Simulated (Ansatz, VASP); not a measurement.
# Two plane-wave programs on InSb

INCAR

```
SYSTEM = InSb
  PREC = Accurate
  ENCUT = 520
  EDIFF = 1E-6
  ISMEAR = 0
  SIGMA = 0.1
  LREAL = .False.
  LASPH = .True.
  NELM = 60
  ALGO = Normal
  ISIF = 2
  LWAVE = .False.
  LCHARG = .True.
  GGA = PS
  LELF = .True.
  LVHAR = .True.
  NBANDS = 16
```

Contents of KPOINTS:

```
Automatic mesh
0
Gamma
  6 6 4
  0 0 0
```

The input POSCAR:

```
InSb
1.0
    3.0766560000      0.0000000000      0.0000000000
    0.0000000000      3.0766560000      0.0000000000
    0.0000000000      0.0000000000      6.2154700000
In Sb
1 1
Direct
    0.0000000000      0.0000000000      0.0000000000
    0.0000000000      0.0000000000      0.5000000000
```

Input for Ansatz:

```yaml
crystal:
  lattice:
    - [3.076656, 0.0, 0.0]
    - [0.0, 3.076656, 0.0]
    - [0.0, 0.0, 6.21547]
  atoms:
    - { symbol: In, position: [0.0, 0.0, 0.0] }
    - { symbol: Sb, position: [0.0, 0.0, 0.5] }
basis:
  ecutwfc: 420
kpoints:
  mp_grid: { grid: [6, 6, 4] }
hamiltonian:
  xc: pbesol
scf:
  occupations: { method: gaussian, width: 0.1 }
output:
  forces: true
  stress: true
  eigenvalues: true
```

Measurements of this composition are mostly on another form, of space group No. 216.

Alike in both runs: task single point; functional PBEsol; k mesh 6 × 6 × 4; occupations gaussian, width 0.1 eV; no spin polarisation.

```csv
,VASP,Ansatz
version,VASP 6.6.1,Ansatz 0.2.0
potentials or method,"VASP PAW PBE potentials, release 64 (In_d, Sb)","scalar-relativistic, plane waves, PAW"
plane-wave cutoff (eV),520,420
valence electrons in the cell,18,28
```

Ansatz gave:

```
gap on the k mesh at the Fermi level (eV)       : none
pressure (GPa)                                  : -1.8
largest component of the traceless stress (GPa) : 0.34
```

Problem. Estimate VASP's values.

Solution. gap on the k mesh at the Fermi level (eV): none; pressure (GPa): -1.8; largest component of the traceless stress (GPa): 0.32.

A gap of «none» marks a metal or a gap that the smearing closes. The functional is the same, so the differences come from potentials, cutoffs and numerics. The two sets of potentials don't hold the same shells in valence.

Caveats: the PAW data sets were made with another functional, which shifts forces and pressure a little (VASP). The runs have no spin-orbit coupling, so splittings on Sb are missing.
